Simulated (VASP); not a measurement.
# Mg (P6_3/mmc) in VASP: further runs

The runs below take Mg through band structure, elastic constants, with PBE, r2SCAN+D4, r2SCAN50, LAK.

Everything below comes from runs of VASP 6.6.1. Logs are shortened: lines on timing, memory, paths and dates and some standing lists are left out, and cuts for length are marked.

## (1) The structure

Symmetry: P6_3/mmc, No. 194, hexagonal system. The conventional cell has a = 3.209 Å, b = 3.209 Å, c = 5.210 Å, α = 90.00°, β = 90.00°, γ = 120.00°. Around Mg (site symmetry -6m2) lie 12 Mg at 3.20 to 3.21 Å.

## (2) Band structure, PBE

File POSCAR:

```
Mg
1.0
    3.2093000000      0.0000000000      0.0000000000
   -1.6046500000      2.7793353284      0.0000000000
    0.0000000000      0.0000000000      5.2103000000
Mg
2
Direct
    0.6666666667      0.3333333333      0.7500000000
    0.3333333333      0.6666666667      0.2500000000
```

File INCAR.step1:

```
PREC = Accurate ; ENCUT = 550
EDIFF = 1E-6 ; ISMEAR = -1
SIGMA = 0.05 ; LREAL = False
LASPH = True ; NELM = 100
ALGO = Normal ; ISIF = 2
LWAVE = False ; LCHARG = True
GGA = PE
```

File KPOINTS.step1:

```
regular mesh
0
Gamma
  10 10 5
```

File INCAR.step2:

```
PREC = Accurate ; ENCUT = 550
EDIFF = 1E-6 ; ISMEAR = 0
SIGMA = 0.05 ; LREAL = False
LASPH = True ; NELM = 100
ALGO = Normal ; ISIF = 2
LWAVE = False ; LCHARG = False
GGA = PE ; ICHARG = 11
```

File KPOINTS.step2:

```
path GMKGALHA,LM,KH
20
line-mode
reciprocal
 0.0000000000  0.0000000000  0.0000000000  G
 0.5000000000  0.0000000000  0.0000000000  M

 0.5000000000  0.0000000000  0.0000000000  M
 0.3333333333  0.3333333333  0.0000000000  K

 0.3333333333  0.3333333333  0.0000000000  K
 0.0000000000  0.0000000000  0.0000000000  G

 0.0000000000  0.0000000000  0.0000000000  G
 0.0000000000  0.0000000000  0.5000000000  A

 0.0000000000  0.0000000000  0.5000000000  A
 0.5000000000  0.0000000000  0.5000000000  L

 0.5000000000  0.0000000000  0.5000000000  L
 0.3333333333  0.3333333333  0.5000000000  H

 0.3333333333  0.3333333333  0.5000000000  H
 0.0000000000  0.0000000000  0.5000000000  A

 0.5000000000  0.0000000000  0.5000000000  L
 0.5000000000  0.0000000000  0.0000000000  M

 0.3333333333  0.3333333333  0.0000000000  K
 0.3333333333  0.3333333333  0.5000000000  H
```

Potentials or basis: VASP PAW PBE potentials, release 64 (Mg_GW).

On the command line:

```bash
cat potpaw_PBE.64/Mg_GW/POTCAR > POTCAR
cp INCAR.step1 INCAR
cp KPOINTS.step1 KPOINTS
mpirun -np 1 vasp_std > vasp.out
cp INCAR.step2 INCAR
cp KPOINTS.step2 KPOINTS
mpirun -np 1 vasp_std > vasp.out
```

OUTCAR:

```text
PREC = Accurate
   ENCUT = 550
   EDIFF = 1E-6
   ISMEAR = 0
   LREAL = False
   LASPH = True
   NELM = 100
   ISIF = 2
   GGA = PE
   ICHARG = 11

 ion  position               nearest neighbor table
   1  0.667  0.333  0.750-
   2  0.333  0.667  0.250-

  LATTYP: Found a hexagonal cell.
 ALAT       =     3.2093000000
 C/A-ratio  =     1.6235004518

  Lattice vectors:

 A1 = (   3.2093000000,   0.0000000000,   0.0000000000)
 A2 = (  -1.6046500000,   2.7793353284,   0.0000000000)
 A3 = (   0.0000000000,   0.0000000000,   5.2103000000)

Analysis of symmetry for initial positions (statically):
=====================================================================
 Subroutine PRICEL returns:
 Original cell was already a primitive cell.

 Routine SETGRP: Setting up the symmetry group for a
 hexagonal supercell.

 Subroutine GETGRP returns: Found 24 space group operations
 (whereof 12 operations were pure point group operations)
 out of a pool of 24 trial point group operations.

The static configuration has the point symmetry D_3d.
 The point group associated with its full space group is D_6h.

Analysis of symmetry for dynamics (positions and initial velocities):
=====================================================================
 Subroutine PRICEL returns:
 Original cell was already a primitive cell.

 Routine SETGRP: Setting up the symmetry group for a
 hexagonal supercell.

 Subroutine GETGRP returns: Found 24 space group operations
 (whereof 12 operations were pure point group operations)
 out of a pool of 24 trial point group operations.

The dynamic configuration has the point symmetry D_3d.
 The point group associated with its full space group is D_6h.

 Subroutine INISYM returns: Found 24 space group operations
 (whereof 12 operations are pure point group operations),
 and found     1 'primitive' translations

----------------------------------------------------------------------------------------

                                     Primitive cell

  volume of cell :      46.4744

  direct lattice vectors                    reciprocal lattice vectors
     3.209300000  0.000000000  0.000000000     0.311594429  0.179899127  0.000000000
    -1.604650000  2.779335328  0.000000000     0.000000000  0.359798255  0.000000000
     0.000000000  0.000000000  5.210300000     0.000000000  0.000000000  0.191927528

[... 70 lines left out ...]
   ISPIN  =      1    spin polarized calculation?
   LNONCOLLINEAR =      F non collinear calculations
   LSORBIT =      F    spin-orbit coupling
   LASPH  =      T    aspherical Exc in radial PAW
   ENCUT  =  550.0 eV  40.42 Ry    6.36 a.u.   6.14  6.14  9.96*2*pi/ulx,y,z
   NELM   =    100;   NELMIN=  2; NELMDL=  0     # of ELM steps
   EDIFF  = 0.1E-05   stopping-criterion for ELM
   LREAL  =      F    real-space projection
   EDIFFG = 0.1E-04   stopping-criterion for IOM
   NSW    =      0    number of steps for IOM
   IBRION =     -1    ionic relax: 0-MD 1-quasi-New 2-CG
   NFREE  =      0    steps in history (QN), initial steepest desc. (CG)
   ISIF   =      2    stress and relaxation
   ISYM   =      2    0-nonsym 1-usesym 2-fastsym
   POTIM  = 0.5000    time-step for ionic-motion
   TEBEG  =    0.0;   TEEND  =   0.0 temperature during run
   PSTRESS=    0.0 pullay stress
   NELECT =       4.0000    total number of electrons
   NUPDOWN=      -1.0000    fix difference up-down
   EMIN   =  10.00;   EMAX   =-10.00  energy-range for DOS
   EFERMI =   0.00;   METHOD = LEGACY
   ISMEAR =     0;   SIGMA  =   0.05  broadening in eV -4-tet -1-fermi 0-gaus
   EFERMI_NEDOS =   21; number of points for ismear=-14 and -15
   IALGO  =     38    algorithm
   IMIX   =      4    mixing-type and parameters
     AMIX     =   0.40;   BMIX     =  1.00
     AMIX_MAG =   1.60;   BMIX_MAG =  1.00
  volume/ion in A,a.u.               =      23.24       156.81
  Fermi-wavevector in a.u.,A,eV,Ry     =   0.722809  1.365911  7.108401  0.522453
  Thomas-Fermi vector in A             =   1.812866
   LORBIT       =      0    0 simple, 1 ext, 2 COOP (PROOUT), +10 PAW based schemes
   GGA     = PE    functional components
   LHFCALC =     F    Hartree Fock is set to
   AEXX    =    0.0000 exact exchange contribution
   IVDW    =     0    specifies the selected vdW correction
   LEPSILON=     F    determine dielectric tensor
   LRPA    =     F    only Hartree local field effects (RPA)
 non-spin polarized calculation
 Gauss-broadening in eV      SIGMA  =   0.05
  energy-cutoff  :      550.00
  volume of cell :       46.47
 maximum number of plane-waves:      1384
 NGX is ok and might be reduce to    28

 number of electron       4.0000000 magnetization

 Free energy of the ion-electron system (eV)
  ---------------------------------------------------
  ext. energy  EPLUGINS =         0.00000000
  ---------------------------------------------------
  free energy    TOTEN  =        -2.38389341 eV

  energy without entropy =       -2.38162040  energy(sigma->0) =       -2.38275690

 E-fermi :   2.2446     XC(G=0):  -8.4539

 val. band max:        2.2404894746   @ k =   0.3333   0.3333   0.2368
 cond. band min:       2.2473224242   @ k =   0.1579   0.1579   0.0000
 fundamental gap:      0.0068329495
 Fermi energy:         2.2446388830

 k-point     1 :       0.0000    0.0000    0.0000
  band No.  band energies     occupation
      1      -4.3111      2.00000
      2       0.9098      2.00000
      3       1.3270      2.00000
      4      13.4329      0.00000
      5      13.4889      0.00000
      6      13.5070      0.00000
[... 199 lines left out ...]
 k-point    24 :       0.4737    0.0526    0.0000
  band No.  band energies     occupation
      1       0.4880      2.00000
      2       0.4889      2.00000
      3       5.2516      0.00000
      4       5.6259      0.00000
      5       5.8498      0.00000
      6       6.1765      0.00000

 [... further k-points ...]
[... 5 lines left out ...]
  --------------------------------------------------------------------------------------
  -------------------------------------------------------------------------------------
  Total        0.4640887      0.4640887     -0.1969849      0.0000000     -0.0000000      0.0000000
  in kB       15.9991747     15.9991747     -6.7909354      0.0000000     -0.0000000      0.0000000
  external PRESSURE =       8.4024714 kB  Pullay stress =       0.0000000 kB

 VOLUME and BASIS-vectors are now :
 -----------------------------------------------------------------------------
  energy-cutoff  :      550.00
  volume of cell :       46.47
      direct lattice vectors                 reciprocal lattice vectors
     3.209300000  0.000000000  0.000000000     0.311594429  0.179899127  0.000000000
    -1.604650000  2.779335328  0.000000000     0.000000000  0.359798255  0.000000000
     0.000000000  0.000000000  5.210300000     0.000000000  0.000000000  0.191927528

 POSITION                                       TOTAL-FORCE (eV/Angst)
 -----------------------------------------------------------------------------------
      1.60465      0.92645      3.90773        -0.000000     -0.000000      0.000000
     -0.00000      1.85289      1.30258         0.000000      0.000000      0.000000
 -----------------------------------------------------------------------------------
    total drift:                                0.000000     -0.000000      0.000000

  FREE ENERGIE OF THE ION-ELECTRON SYSTEM (eV)
  ---------------------------------------------------
  free  energy   TOTEN  =        -2.3838934088 eV

  energy  without entropy=       -2.3816203999  energy(sigma->0) =       -2.38275690
```

Wall time 38 s (1 thread of Intel Xeon Platinum 8559C (Emerald Rapids), shared host); peak memory 0.19 GiB.

What came out:

```yaml
Band_gap_along_the_path: none (metal or under the smearing width)
```

Levels at the corners of the path, in eV from the Fermi level:
| point | band 1 | band 2 | band 3 | band 4 | band 5 |
| --- | --- | --- | --- | --- | --- |
| Γ | -6.91 | -1.69 | -1.27 | 10.84 | 10.89 |
| M | -2.15 | -2.15 | 2.62 | 2.99 | 3.22 |
| M | -2.15 | -2.15 | 2.62 | 2.99 | 3.22 |
| K | -0.63 | -0.62 | -0.62 | 4.08 | 4.08 |
| K | -0.63 | -0.62 | -0.62 | 4.08 | 4.08 |
| Γ | -6.91 | -1.69 | -1.27 | 10.84 | 10.90 |
| Γ | -6.91 | -1.69 | -1.27 | 10.84 | 10.88 |
| A | -5.53 | -5.53 | 4.97 | 4.97 | 11.58 |
| A | -5.53 | -5.53 | 4.97 | 4.97 | 11.58 |
| L | -1.11 | -1.11 | -0.47 | -0.47 | 7.95 |
| L | -1.11 | -1.11 | -0.47 | -0.47 | 7.95 |
| H | 0.18 | 0.18 | 0.65 | 0.65 | 1.49 |
| H | 0.18 | 0.18 | 0.65 | 0.65 | 1.49 |
| A | -5.53 | -5.53 | 4.97 | 4.97 | 11.58 |
| L | -1.11 | -1.11 | -0.47 | -0.47 | 7.95 |
| M | -2.15 | -2.15 | 2.62 | 2.99 | 3.22 |
| K | -0.63 | -0.62 | -0.62 | 4.08 | 4.08 |
| H | 0.18 | 0.18 | 0.65 | 0.65 | 1.49 |

Caveat: the log is that of the step along the path at fixed density, whose energy, stress, charges and moments have no meaning.

## (3) Elastic constants, r2SCAN+D4

File POSCAR:

```
Mg
1.0
    3.2093000000      0.0000000000      0.0000000000
   -1.6046500000      2.7793353284      0.0000000000
    0.0000000000      0.0000000000      5.2103000000
Mg
2
Cartesian
    1.6046500002      0.9264451094      3.9077250000
   -0.0000000002      1.8528902190      1.3025750000
```

File INCAR.step1:

```
PREC = Accurate ; ENCUT = 250
EDIFF = 1E-8 ; ISMEAR = 1
SIGMA = 0.2 ; LREAL = False
LASPH = True ; NELM = 60
ALGO = Normal ; ISIF = 3
LWAVE = False ; LCHARG = False
METAGGA = R2SCAN ; LMIXTAU = True
IVDW = 13 ; VDW_S6 = 1.0
VDW_S8 = 0.6018749 ; VDW_A1 = 0.51559235
VDW_A2 = 5.77342911 ; IBRION = 2
NSW = 40 ; EDIFFG = -0.002
```

File INCAR.step2:

```
PREC = Accurate ; ENCUT = 250
EDIFF = 1E-8 ; ISMEAR = 1
SIGMA = 0.2 ; LREAL = False
LASPH = True ; NELM = 60
ALGO = Normal ; ISIF = 3
LWAVE = False ; LCHARG = False
METAGGA = R2SCAN ; LMIXTAU = True
IVDW = 13 ; VDW_S6 = 1.0
VDW_S8 = 0.6018749 ; VDW_A1 = 0.51559235
VDW_A2 = 5.77342911 ; IBRION = 6
NFREE = 2 ; POTIM = 0.015
NSW = 1
```

File KPOINTS:

```
Automatic mesh
0
Monkhorst-Pack
  7 7 4
```

Potentials or basis: VASP PAW PBE potentials, release 64 (Mg).

On the command line:

```bash
cat potpaw_PBE.64/Mg/POTCAR > POTCAR
cp INCAR.step1 INCAR
mpirun -np 1 vasp_std > vasp.out
cp CONTCAR POSCAR
cp INCAR.step2 INCAR
mpirun -np 1 vasp_std > vasp.out
```

It took 8.9 min on 1 thread of AMD EPYC 9R45 (Zen 5), shared host; peak memory 0.1 GiB.

The run converged, but some of its settings lie outside the range that counts as converged, so its numbers aren't taken as properties of the crystal.

What came out:

```yaml
Relaxed_volume: 23.17 Å³/atom
Relaxed_cell: a = 3.147 Å, b = 3.147 Å, c = 5.403 Å, α = 90.00°, β = 90.00°, γ = 120.00°
Space_group_after_relaxing_to_0.05_Å: P6_3/mmc (No. 194)
Voigt_bulk_modulus: 43 GPa
Highest_phonon_frequency_at_Γ: 228 cm⁻¹
Dispersion_energy_per_atom: -0.057 eV
```

Caveat: the PAW data sets were made with another functional, which shifts forces and pressure a little.

## (4) Band structure, r2SCAN50

File POSCAR:

```
Mg
1.0
    3.2093000000      0.0000000000      0.0000000000
   -1.6046500000      2.7793353284      0.0000000000
    0.0000000000      0.0000000000      5.2103000000
Mg
2
Direct
    0.6666666667      0.3333333333      0.7500000000
    0.3333333333      0.6666666667      0.2500000000
```

File INCAR.step1:

```
PREC = Accurate ; ENCUT = 520
EDIFF = 1E-5 ; ISMEAR = -1
SIGMA = 0.05 ; LREAL = False
LASPH = True ; NELM = 100
ALGO = Normal ; ISIF = 2
LWAVE = True ; LCHARG = False
NBANDS = 9 ; GGA = PE
```

File INCAR.step2:

```
PREC = Accurate ; ENCUT = 520
EDIFF = 1E-7 ; ISMEAR = -1
SIGMA = 0.05 ; LREAL = False
LASPH = True ; NELM = 100
ALGO = Normal ; ISIF = 2
LWAVE = False ; LCHARG = False
METAGGA = R2SCAN ; LHFCALC = True
AEXX = 0.5 ; LMIXTAU = True
PRECFOCK = Normal ; HFRCUT = -1
NBANDS = 9 ; ISTART = 1
```

File KPOINTS:

```
Automatic mesh
0
Gamma
  5 5 3
```

File KPOINTS_OPT:

```
path GMKGALHA,LM,KH
8
line-mode
reciprocal
 0.0000000000  0.0000000000  0.0000000000  G
 0.5000000000  0.0000000000  0.0000000000  M

 0.5000000000  0.0000000000  0.0000000000  M
 0.3333333333  0.3333333333  0.0000000000  K

 0.3333333333  0.3333333333  0.0000000000  K
 0.0000000000  0.0000000000  0.0000000000  G

 0.0000000000  0.0000000000  0.0000000000  G
 0.0000000000  0.0000000000  0.5000000000  A

 0.0000000000  0.0000000000  0.5000000000  A
 0.5000000000  0.0000000000  0.5000000000  L

 0.5000000000  0.0000000000  0.5000000000  L
 0.3333333333  0.3333333333  0.5000000000  H

 0.3333333333  0.3333333333  0.5000000000  H
 0.0000000000  0.0000000000  0.5000000000  A

 0.5000000000  0.0000000000  0.5000000000  L
 0.5000000000  0.0000000000  0.0000000000  M

 0.3333333333  0.3333333333  0.0000000000  K
 0.3333333333  0.3333333333  0.5000000000  H
```

On the command line:

```bash
cat potpaw_PBE.64/Mg/POTCAR > POTCAR
cp INCAR.step1 INCAR
mpirun -np 1 vasp_std > vasp.out
cp INCAR.step2 INCAR
mpirun -np 1 vasp_std > vasp.out
```

Wall time 9.5 min (1 thread of AMD EPYC 7R13 (Zen 3), shared host); peak memory 0.18 GiB.

It converged, with:

* Free energy: -5.9222 eV
* Pressure: -1.8 GPa
* Band gap along the path: none (metal or under the smearing width)

Stress tensor (GPa, compression positive):
```
-2.19  0.00  0.00
 0.00 -2.19  0.00
 0.00  0.00 -1.16
```

Levels at the corners of the path, in eV from the Fermi level:
```tsv
point	band 1	band 2	band 3	band 4	band 5	band 6
Γ	-9.34	-2.75	-2.04	13.75	13.75	13.84
M	-3.16	-3.02	4.60	4.92	5.29	5.79
M	-3.16	-3.02	4.60	4.92	5.29	5.79
K	-0.84	-0.68	-0.68	6.37	6.37	6.58
K	-0.84	-0.68	-0.68	6.37	6.37	6.58
Γ	-9.34	-2.75	-2.04	13.75	13.75	13.84
Γ	-9.34	-2.75	-2.04	13.75	13.75	13.84
A	-7.57	-7.57	7.54	7.54	14.56	14.56
A	-7.57	-7.57	7.54	7.54	14.56	14.56
L	-1.43	-1.43	0.33	0.33	10.65	10.65
L	-1.43	-1.43	0.33	0.33	10.65	10.65
H	0.51	0.51	1.50	1.50	3.07	3.07
H	0.51	0.51	1.50	1.50	3.07	3.07
A	-7.57	-7.57	7.54	7.54	14.56	14.56
L	-1.43	-1.43	0.33	0.33	10.65	10.65
M	-3.16	-3.02	4.60	4.92	5.29	5.79
K	-0.84	-0.68	-0.68	6.37	6.37	6.58
H	0.51	0.51	1.50	1.50	3.07	3.07
```

Caveat: the k mesh is coarse (spacing up to 0.45 Å⁻¹), so the values aren't converged, least of all with exact exchange; the PAW data sets were made with another functional, which shifts forces and pressure a little.

## (5) Band structure, LAK

File INCAR:

```
SYSTEM = Mg
PREC     = Accurate       ! precision mode
ENCUT    = 520            ! plane-wave cutoff, eV
EDIFF    = 1E-6           ! SCF threshold, eV
ISMEAR   = -1             ! smearing method
SIGMA    = 0.05           ! smearing width, eV
LREAL    = .False.        ! projectors in reciprocal space
LASPH    = .True.         ! aspherical terms in the spheres
NELM     = 80             ! most SCF steps
ALGO     = Normal         ! electronic algorithm
ISIF     = 2              ! what is computed and relaxed
LWAVE    = .False.        ! write WAVECAR
LCHARG   = .False.        ! write CHGCAR
METAGGA  = LAK            ! meta-GGA
LMIXTAU  = .True.
```

File KPOINTS:

```
regular mesh
0
Gamma
  10 10 5
  0 0 0
```

POSCAR is that of step 4.

Changes to KPOINTS_OPT since step 4:

```diff
@@ -1,3 +1,3 @@
 path GMKGALHA,LM,KH
-8
+20
 line-mode
```

On the command line:

```bash
cat potpaw_PBE.64/Mg/POTCAR > POTCAR
mpirun -np 1 vasp_std > vasp.out
```

Wall time 59 s (1 thread of Intel Xeon Platinum 8488C (Sapphire Rapids), shared host); peak memory 0.17 GiB.

It converged, with:

```
Free energy             : -1.6971 eV
Pressure                : -1.6 GPa
Band gap along the path : none (metal or under the smearing width)
```

Stress tensor (GPa, compression positive):
```
-1.89  0.00  0.00
 0.00 -1.89  0.00
 0.00  0.00 -0.90
```

Levels at the corners of the path, in eV from the Fermi level:
| point | band 1 | band 2 | band 3 | band 4 | band 5 | band 6 |
| --- | --- | --- | --- | --- | --- | --- |
| Γ | -7.57 | -1.98 | -1.27 | 11.90 | 11.90 | 12.12 |
| M | -2.45 | -2.30 | 2.84 | 3.12 | 3.63 | 4.01 |
| M | -2.45 | -2.30 | 2.84 | 3.12 | 3.63 | 4.01 |
| K | -0.83 | -0.67 | -0.67 | 4.45 | 4.45 | 4.69 |
| K | -0.83 | -0.67 | -0.67 | 4.45 | 4.45 | 4.69 |
| Γ | -7.57 | -1.98 | -1.27 | 11.90 | 11.90 | 12.12 |
| Γ | -7.57 | -1.98 | -1.27 | 11.90 | 11.90 | 12.12 |
| A | -6.06 | -6.06 | 5.45 | 5.45 | 12.71 | 12.71 |
| A | -6.06 | -6.06 | 5.45 | 5.45 | 12.71 | 12.71 |
| L | -1.35 | -1.35 | -0.40 | -0.40 | 8.60 | 8.60 |
| L | -1.35 | -1.35 | -0.40 | -0.40 | 8.60 | 8.62 |
| H | 0.07 | 0.07 | 0.59 | 0.59 | 1.91 | 1.91 |
| H | 0.07 | 0.07 | 0.59 | 0.59 | 1.91 | 1.91 |
| A | -6.06 | -6.06 | 5.45 | 5.45 | 12.71 | 12.71 |
| L | -1.35 | -1.35 | -0.40 | -0.40 | 8.60 | 8.62 |
| M | -2.45 | -2.30 | 2.84 | 3.12 | 3.63 | 4.01 |
| K | -0.83 | -0.67 | -0.67 | 4.45 | 4.45 | 4.69 |
| H | 0.07 | 0.07 | 0.59 | 0.59 | 1.91 | 1.91 |

Caveat: the PAW data sets were made with another functional, which shifts forces and pressure a little.

## (6) For comparison

An earlier run on the cell as given: functional PBE; potentials or basis VASP PAW PBE potentials, release 64 (Mg); cutoff 520 eV; k mesh 10 × 10 × 5; occupations fermi-dirac, width 0.05 eV; no spin polarisation.

- Pressure: -0.5 GPa
- Band gap on the k mesh: none (metal or under the smearing width)

## (7) Overview

```csv
task,level,potentials or basis,k mesh,cutoff (eV),grid for exact exchange (PRECFOCK),exchange at q = 0,mesh quality,pressure (GPa)
band structure,PBE,"VASP PAW PBE potentials, release 64 (Mg_GW)",10 × 10 × 5,550,-,-,not flagged,-
band structure,r2SCAN50,"VASP PAW PBE potentials, release 64 (Mg)",5 × 5 × 3,520,Normal,truncated,coarse,-1.8
band structure,LAK,"VASP PAW PBE potentials, release 64 (Mg)",10 × 10 × 5,520,-,-,not flagged,-1.6
single point,PBE,"VASP PAW PBE potentials, release 64 (Mg)",10 × 10 × 5,520,-,-,not flagged,-0.5
```

Alike in all rows: no spin polarisation; cell as given; smearing fermi-dirac 0.05 eV.

Caveats: some runs use coarse meshes; the PAW data sets were made with another functional, which shifts forces and pressure a little (some runs).

Total energies depend on the potentials used, so only differences within one code and one set of settings carry meaning.
